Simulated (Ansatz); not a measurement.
Input deck for Ansatz 0.2.0, then the block of the output on the nuclei.

The start is a structure deposited in the COD.

```yaml
crystal:
  lattice:
    - [2.9, 0.0, 0.0]
    - [-1.45, 2.511473671, 0.0]
    - [0.0, 0.0, 4.88]
  atoms:
    - { symbol: Au, position: [0.3333333333, 0.6666666667, 0.75] }
    - { symbol: Au, position: [0.6666666667, 0.3333333333, 0.25] }
kpoints:
  mp_grid: { grid: [18, 18, 10] }
scf:
  occupations: { method: fermi_dirac, width: 0.05 }
hamiltonian:
  xc: pbe
  pseudopotentials: { kind: paw }
output:
  forces: true
  stress: true
  populations: true
  efg: { quadrupole_moments_barn: { Au: 0.547 }, contact_densities: true }
relax:
  f_tol: 0.02
  max_steps: 60
```

```sh
ansatz run input.yaml --threads 1 --pin off --max-ram 3072MiB --backend cpu --events-out ev --progress --plain --runs-dir out
```

The run relaxes the ions first, and the block belongs to the relaxed positions.

Of the output, the block on the nuclei alone is shown; the set-up, the SCF iterations, energies, forces and stress are cut. One atom of each set with nearly equal values is shown.

```
--- PAW observables at the nuclei: V_zz in 10²¹ V/m², potentials from the cell's mean, atoms counted from 1 ---
  atom   1  Au V_zz =    +1.136141   η = 0.0000   by run symmetry: allowed   C_q = +15.0271 MHz
            electrostatic potential = -16461.968432 V   contact ρ = 13078486.705530 e/Å³
```

The relaxation (1 step) took 12 s of wall time (12 s of CPU time) and 0.47 GiB at its peak, on 1 thread of Arm Neoverse V1 (aarch64; 8 cores open to the job, memory cap 3.0 GiB, no GPU), a shared host with a load of 0.5 a core.

The run finds no gap above 0.1 eV (a metal, or nearly one), so the gradients can move by 10 % or more with the k-mesh. Spin–orbit coupling is left out, which shifts gradients on Au by a few per cent in wide-gap crystals, and can shift them far more where the calculated gap is small or absent, as here.
